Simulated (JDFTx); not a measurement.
Crystal: KTaO3.

```
Ta K O
1.0
     3.98830    0.00000    0.00000
     0.00000    3.98830    0.00000
     0.00000    0.00000    3.98830
Ta K O
1 1 3
Direct
  0.00000 0.00000 0.00000
  0.50000 0.50000 0.50000
  0.00000 0.00000 0.50000
  0.00000 0.50000 0.00000
  0.50000 0.00000 0.00000
```

Base run:

* Program: JDFTx 1.7.0 (patched build)
* Functional: PBE
* Potentials or basis: PseudoDojo-SR-PBE-0.5-standard
* Cutoff: 1143 eV
* Density cutoff: 9143 eV
* k mesh: 7 × 7 × 7
* Occupations: fermi-dirac, width 0.05 eV
* Spin: no spin polarisation

Its results: band gap on the k mesh 2.30 eV, indirect (least direct gap 2.88 eV); pressure 4.3 GPa.

Question: The run is repeated on the same cell with these changes: functional from PBE to LDA; potentials or basis from PseudoDojo-SR-PBE-0.5-standard to PseudoDojo-SR-LDA-0.4.1-standard with smoothed tails. What comes out?

Answer: Band gap on the k mesh 2.15 eV, indirect (least direct gap 2.73 eV); pressure -7.6 GPa.

Caveats: the empty levels aren't tightly converged; spin-orbit coupling is left out, which moves the levels of the heavy elements; an odd mesh through Γ misses points on the zone boundary, where band edges often lie.

Not every run made on this cell is shown here.
